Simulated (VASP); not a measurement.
# As (R-3m) in VASP: a series of runs

One crystal, As, is run at these levels: optB88-vdW, PBEsol+D4, BLYP+D4, optB86b-vdW; tasks: band structure, core levels, optical spectrum, equation of state.

Everything below comes from runs of VASP 6.6.1. Logs are shortened: lines on timing, memory, paths and dates and some standing lists are left out, and cuts for length are marked.

## Step 1: Starting point

Symmetry: R-3m, No. 166, trigonal system. Conventional cell: a = 3.762 Å, b = 3.762 Å, c = 10.542 Å, α = 90.00°, β = 90.00°, γ = 120.00°. As (site symmetry 3m) has 3 As at 2.51 Å as nearest neighbours.

## Step 2: Band structure, optB88-vdW

run.py

```python
from ase.calculators.vasp import Vasp
from ase.dft.bandgap import bandgap
from ase.io import read

atoms = read('As.cif')
calc = Vasp(
    directory='calc',
    xc='optb88-vdw',
    pp='PBE',
    setups='minimal',
    pp_version='54',
    prec='Accurate',
    encut=500,
    ediff=1e-06,
    ismear=-1,
    sigma=0.1,
    lreal=False,
    lasph=True,
    nelm=60,
    algo='Normal',
    isif=2,
    lwave=False,
    lcharg=True,
    kpts=[9, 9, 9],
    gamma=True,
)
atoms.calc = calc

print('energy (eV):', atoms.get_potential_energy())
print('free energy (eV):', atoms.get_potential_energy(force_consistent=True))
efermi = calc.get_fermi_level()
print('Fermi level (eV):', efermi)
path = atoms.cell.bandpath(npoints=60, eps=1e-4)
print('path:', path.path)
calc.set(kpts=path.kpts, reciprocal=True, icharg=11, isym=0, lcharg=False)
calc.calculate(atoms)
print('gap on the path (eV):', bandgap(calc, efermi=efermi)[0])
print('direct gap on the path (eV):', bandgap(calc, efermi=efermi, direct=True)[0])
```

As.cif

```cif
data_As
_cell_length_a 4.13100000
_cell_length_b 4.13100000
_cell_length_c 4.13100000
_cell_angle_alpha 54.16700000
_cell_angle_beta 54.16700000
_cell_angle_gamma 54.16700000
_space_group_name_H-M_alt 'P1'
_space_group_name_Hall 'P 1'
_space_group_IT_number 1
loop_
_space_group_symop_operation_xyz
'x,y,z'
loop_
_atom_site_label
_atom_site_type_symbol
_atom_site_symmetry_multiplicity
_atom_site_Wyckoff_symbol
_atom_site_fract_x
_atom_site_fract_y
_atom_site_fract_z
_atom_site_occupancy
As1 As 1 a 0.2260000000 0.2260000000 0.2260000000 1
As2 As 1 a 0.7740000000 0.7740000000 0.7740000000 1
```

Potentials or basis: VASP PAW PBE potentials, release 54 (As).

Run with:

```sh
$ python run.py
```

Log:

```text
<dir> UserWarning: vdW has been enabled, however no location for the vdw_kernel.bindat file has been specified. Set ASE_VASP_VDW environment variable to copy the vdW kernel.
  warnings.warn(
energy (eV): -6.14963564
free energy (eV): -6.15250396
Fermi level (eV): 5.40225704
path: GLB1,BZGX,QFP1Z,LP
gap on the path (eV): 0.0
direct gap on the path (eV): 0.0
```

OUTCAR:

```text
ENCUT = 500.000000
   EDIFF = 1.00e-06
   GGA = BO
   PREC = Accurate
   ICHARG = 11
   ISIF = 2
   ISMEAR = -1
   ISYM = 0
   NELM = 60
   LASPH = .TRUE.
   LREAL = .FALSE.

 ion  position               nearest neighbor table
   1  0.226  0.226  0.226-   2 2.51   2 2.51   2 2.51
   2  0.774  0.774  0.774-   1 2.51   1 2.51   1 2.51

IMPORTANT INFORMATION: All symmetrisations will be switched off!
NOSYMM: (Re-)initialisation of all symmetry stuff for point group C_1.

----------------------------------------------------------------------------------------

                                     Primitive cell

  volume of cell :      43.0610

  direct lattice vectors                    reciprocal lattice vectors
     4.131000000  0.000000000  0.000000000     0.242072137 -0.174799966 -0.118638731
     2.418389507  3.349112299  0.000000000     0.000000000  0.298586584 -0.118638731
     2.418389507  1.236673744  3.112425300     0.000000000  0.000000000  0.321292852

  length of vectors
     4.131000000  4.131000000  4.131000000     0.321292852  0.321292852  0.321292852

  position of ions in fractional coordinates (direct lattice)
     0.226000000  0.226000000  0.226000000
     0.774000000  0.774000000  0.774000000

  ion indices of the primitive-cell ions
   primitive index   ion index
                 1           1
                 2           2

----------------------------------------------------------------------------------------

 KPOINTS: KPOINTS created by Atomic Simulation Env

Read explicit list of k-points.

 Found     60 k-points:

 Following reciprocal coordinates:
            Coordinates               Weight
  0.000000  0.000000  0.000000      0.016667
  0.062500  0.000000  0.000000      0.016667
[... 78 lines left out ...]

 number of electron      10.0000000 magnetization

 Free energy of the ion-electron system (eV)
  ---------------------------------------------------
  ext. energy  EPLUGINS =         0.00000000
  ---------------------------------------------------
  free energy    TOTEN  =        -3.89893155 eV

  energy without entropy =       -3.88204206  energy(sigma->0) =       -3.89048681

 E-fermi :   5.2612     XC(G=0):  -9.9158

 val. band max:        5.2013460839   @ k =   0.5193   0.5193   0.4615
 cond. band min:       5.3373701989   @ k =   0.4375   0.0000   0.0000
 fundamental gap:      0.1360241150
 Fermi energy:         5.2611674930

 k-point     1 :       0.0000    0.0000    0.0000
  band No.  band energies     occupation
      1      -9.7096      2.00000
      2      -0.5514      2.00000
      3       2.8925      2.00000
      4       3.3163      2.00000
      5       3.3163      2.00000
      6       6.9705      0.00000
      7       8.2420      0.00000
      8       8.2420      0.00000
      9      12.3620      0.00000
[... 265 lines left out ...]
 k-point    24 :       0.4286    0.4286    0.4286
  band No.  band energies     occupation
      1      -8.5575      2.00000
      2      -4.4254      2.00000
      3       3.5536      2.00000
      4       3.5536      2.00000
      5       4.6814      1.99395
      6       6.2399      0.00011
      7       6.2399      0.00011
      8       7.2262      0.00000
      9      13.2316      0.00000

 [... further k-points ...]

------------------------ aborting loop because EDIFF is reached ----------------------------------------

  FORCE on cell =-STRESS in cart. coord.  units (eV):
  Direction    XX          YY          ZZ          XY          YZ          ZX
  --------------------------------------------------------------------------------------
  -------------------------------------------------------------------------------------
  Total        2.2950932      7.9975734      7.4147268      0.8359777     -1.3212806      2.1274819
  in kB       85.3939441    297.5671435    275.8810647     31.1043719    -49.1611246     79.1575982
  external PRESSURE =     219.6140508 kB  Pullay stress =       0.0000000 kB

 VOLUME and BASIS-vectors are now :
 -----------------------------------------------------------------------------
  energy-cutoff  :      500.00
  volume of cell :       43.06
      direct lattice vectors                 reciprocal lattice vectors
     4.131000000  0.000000000  0.000000000     0.242072137 -0.174799966 -0.118638731
     2.418389507  3.349112299  0.000000000     0.000000000  0.298586584 -0.118638731
     2.418389507  1.236673744  3.112425300     0.000000000  0.000000000  0.321292852

 POSITION                                       TOTAL-FORCE (eV/Angst)
 -----------------------------------------------------------------------------------
      2.02672      1.03639      0.70341        -0.617649     -0.379835     -0.568495
      6.94106      3.54940      2.40902         0.617649      0.379835      0.568495
 -----------------------------------------------------------------------------------
    total drift:                               -0.000001     -0.000001     -0.000003

  FREE ENERGIE OF THE ION-ELECTRON SYSTEM (eV)
  ---------------------------------------------------
  free  energy   TOTEN  =        -3.8989315490 eV

  energy  without entropy=       -3.8820420648  energy(sigma->0) =       -3.89048681

Total vdW correction in eV:      1.5705665
```

INCAR:

```text
AGGAC = 0.000000
ENCUT = 500.000000
PARAM1 = 0.183333
PARAM2 = 0.220000
SIGMA = 0.100000
EDIFF = 1.00e-06
ALGO = Normal
GGA = BO
PREC = Accurate
ICHARG = 11
ISIF = 2
ISMEAR = -1
ISYM = 0
NELM = 60
LASPH = .TRUE.
LCHARG = .FALSE.
LUSE_VDW = .TRUE.
LWAVE = .FALSE.
LREAL = .FALSE.
```

Wall time 59 s (1 thread of Intel Xeon 6975P-C (Granite Rapids), shared host); peak memory 0.32 GiB.

Results:

```yaml
Band_gap_along_the_path: none (metal or under the smearing width)
```

Levels at the corners of the path, in eV from the Fermi level:
```
point  band 2  band 3  band 4  band 5  band 6  band 7  band 8  band 9
    Γ   -5.95   -2.51   -2.09   -2.09    1.57    2.84    2.84    6.96
    L  -11.17   -2.91   -2.84   -0.42   -0.33    0.40    1.39    9.12
   B1  -10.70   -5.88   -5.36   -1.43    1.24    5.18    5.39    6.87
    B  -10.70   -5.88   -5.36   -1.43    1.24    5.18    5.39    6.87
    Z  -10.01   -1.83   -1.83   -0.69    0.75    0.75    1.81    8.12
    Γ   -5.95   -2.51   -2.09   -2.09    1.57    2.84    2.84    6.95
    X  -10.94   -6.14   -3.56   -3.54    3.20    3.24    5.46    6.23
    Q  -10.94   -6.14   -3.56   -3.54    3.20    3.24    5.46    6.23
    F   -9.83   -5.96   -4.20   -4.16    1.50    5.36    6.87    7.17
   P1  -10.22   -6.10   -3.79   -3.03    2.16    3.80    6.11    6.30
    Z  -10.01   -1.83   -1.83   -0.69    0.75    0.75    1.81    8.12
    L  -11.17   -2.91   -2.84   -0.42   -0.33    0.40    1.39    9.15
    P  -10.22   -6.10   -3.79   -3.03    2.16    3.80    6.11    6.30
```

Caveat: the log is that of the step along the path at fixed density, whose energy, stress, charges and moments have no meaning; the PAW data sets were made with another functional, which shifts forces and pressure a little.

## Step 3: Core levels, PBEsol+D4, collinear spin, zero start (cell strained at random at fixed volume)

INCAR

```
SYSTEM = As
PREC     = Accurate       ! precision mode
ENCUT    = 520            ! plane-wave cutoff, eV
EDIFF    = 1E-7           ! SCF threshold, eV
ISMEAR   = 0              ! smearing method
SIGMA    = 0.05           ! smearing width, eV
LREAL    = .False.        ! projectors in reciprocal space
LASPH    = .True.         ! aspherical terms in the spheres
NELM     = 100            ! most SCF steps
ALGO     = Fast           ! electronic algorithm
ISIF     = 2              ! what is computed and relaxed
LWAVE    = .False.        ! write WAVECAR
LCHARG   = .False.        ! write CHGCAR
ISPIN    = 2              ! spin polarisation
MAGMOM   = 0 0            ! initial moments
LORBIT   = 11             ! projections on sites
GGA      = PS             ! functional
IVDW     = 13             ! dispersion correction
ICORELEVEL= 1
```

KPOINTS

```
regular mesh
0
Gamma
  9 9 9
  0 0 0
```

POSCAR

```
As
4.1241
    0.446948182634      0.255568245193      0.857265585219
   -0.448975291579      0.254582333115      0.858655221745
   -0.001867316505     -0.540767440169      0.867421255547
As
2
Direct
    0.2260000000      0.2260000000      0.2260000000
    0.7740000000      0.7740000000      0.7740000000
```

Potentials or basis: VASP PAW PBE potentials, release 64 (As).

Run with:

```sh
$ cat potpaw_PBE.64/As/POTCAR > POTCAR
$ mpirun -np 1 vasp_std > vasp.out
```

OUTCAR:

```text
SYSTEM = As
   PREC = Accurate
   ENCUT = 520
   EDIFF = 1E-7
   ISMEAR = 0
   LREAL = .False.
   LASPH = .True.
   NELM = 100
   ISIF = 2
   ISPIN = 2
   LORBIT = 11
   GGA = PS
   IVDW = 13

 ion  position               nearest neighbor table
   1  0.226  0.226  0.226-   2 2.50   2 2.50   2 2.51
   2  0.774  0.774  0.774-   1 2.50   1 2.50   1 2.51

  LATTYP: Found a triclinic cell.
 ALAT       =     4.1316808952
 B/A-ratio  =     1.3482179035
 C/A-ratio  =     0.8942812321
 COS(alpha) =     0.0002364678
 COS(beta)  =     0.4492004381
 COS(gamma) =     0.7361815782

  Lattice vectors:
[... 510 lines left out ...]
  external pressure =       -8.19 kB  Pullay stress =        0.00 kB

 VOLUME and BASIS-vectors are now :
 -----------------------------------------------------------------------------
  energy-cutoff  :      520.00
  volume of cell :       43.06
      direct lattice vectors                 reciprocal lattice vectors
     1.843259000  1.053989000  3.535449000     0.270625387  0.153191791  0.096085351
    -1.851619000  1.049923000  3.541180000    -0.270666358  0.153762856  0.095276114
    -0.007701000 -2.230179000  3.577332000     0.000474108 -0.303607190  0.090264273

 POSITION                                       TOTAL-FORCE (eV/Angst)
 -----------------------------------------------------------------------------------
     -0.00363     -0.02854      2.40780         0.031560      0.114528      0.387225
     -0.01243     -0.09773      8.24617        -0.031560     -0.114528     -0.387225
 -----------------------------------------------------------------------------------
    total drift:                                0.000000     -0.000000      0.000000

  FREE ENERGIE OF THE ION-ELECTRON SYSTEM (eV)
  ---------------------------------------------------
  free  energy   TOTEN  =       -10.7095072529 eV

  energy  without entropy=      -10.7092251138  energy(sigma->0) =      -10.70936618

 total charge

# of ion       s       p       d       tot
------------------------------------------
    1        1.303   1.359   0.050   2.712
    2        1.303   1.359   0.050   2.712
--------------------------------------------------
tot          2.606   2.718   0.100   5.424

 magnetization (x)

# of ion       s       p       d       tot
------------------------------------------
    1       -0.000  -0.000  -0.000  -0.000
    2       -0.000  -0.000  -0.000  -0.000
--------------------------------------------------
tot         -0.000  -0.000  -0.000  -0.000
```

OSZICAR:

```text
N       E                     dE             d eps       ncg     rms          rms(c)
DAV:   1     0.300401062161E+02    0.30040E+02   -0.43544E+03 13140   0.925E+02
DAV:   2    -0.897806309059E+01   -0.39018E+02   -0.37910E+02 19950   0.123E+02
DAV:   3    -0.102265326877E+02   -0.12485E+01   -0.12458E+01 15712   0.266E+01
DAV:   4    -0.102329999324E+02   -0.64672E-02   -0.64654E-02 16419   0.198E+00
DAV:   5    -0.102330154188E+02   -0.15486E-04   -0.15485E-04 14979   0.897E-02    0.346E+00
RMM:   6    -0.102091111220E+02    0.23904E-01   -0.54309E-03 13304   0.567E-01    0.207E+00
RMM:   7    -0.101960945466E+02    0.13017E-01   -0.14053E-02 13614   0.977E-01    0.666E-02
RMM:   8    -0.101961610899E+02   -0.66543E-04   -0.96681E-04 14512   0.295E-01    0.228E-02
RMM:   9    -0.101961820365E+02   -0.20947E-04   -0.11922E-04 14998   0.103E-01    0.189E-02
RMM:  10    -0.101961848336E+02   -0.27971E-05   -0.14428E-05 15236   0.350E-02    0.253E-03
RMM:  11    -0.101961853886E+02   -0.55502E-06   -0.32055E-06 15411   0.154E-02    0.529E-04
RMM:  12    -0.101961854209E+02   -0.32242E-07   -0.50480E-07 11794   0.594E-03
   1 F= -.10709507E+02 E0= -.10709366E+02  d E =-.282139E-03  mag=    -0.0000
```

stdout:

```text
POSCAR found type information on POSCAR As
 POSCAR found :  1 types and       2 ions
 scaLAPACK will be used
 -----------------------------------------------------------------------------
|                                                                             |
|                                                                             |
|     You enforced a specific xc type in the INCAR file but a different       |
|     I HOPE YOU KNOW WHAT YOU ARE DOING!                                     |
|                                                                             |
 -----------------------------------------------------------------------------

 LDA part: xc-table for (Slater+PW92), standard interpolation
 POSCAR, INCAR and KPOINTS ok, starting setup
 FFT: planning ... GRIDC
 FFT: planning ... GRID_SOFT
 FFT: planning ... GRID
 WAVECAR not read
 entering main loop
```

It took 1.9 min on 1 thread of Intel Xeon 6975P-C (Granite Rapids), shared host; peak memory 0.35 GiB.

Results:

```yaml
Free_energy: -10.7095 eV
Pressure: -0.8 GPa
Largest_force: 0.405 eV/Å
Band_gap_on_the_k_mesh: none (metal or under the smearing width)
Net_moment: 0.00 μB per cell
Valence_electrons_inside_the_program's_atomic_spheres: As 2.71
Dispersion_energy_per_atom: -0.257 eV
```

Forces in eV/Å, atoms in the order of the input:
```
As   0.032  0.115  0.387
As  -0.032 -0.115 -0.387
```

Core levels (eV, on the scale of the bands):
```csv
atom,levels
1 As,"1s -11707.8, 2s -1476.3, 2p -1293.2, 3s -180.3, 3p -123.6, 3d -30.7"
2 As,"1s -11707.8, 2s -1476.3, 2p -1293.2, 3s -180.3, 3p -123.6, 3d -30.7"
```

Caveat: the PAW data sets were made with another functional, which shifts forces and pressure a little; pairwise dispersion overbinds metals, which lowers pressure and volume.

[end of part 1 of 2]
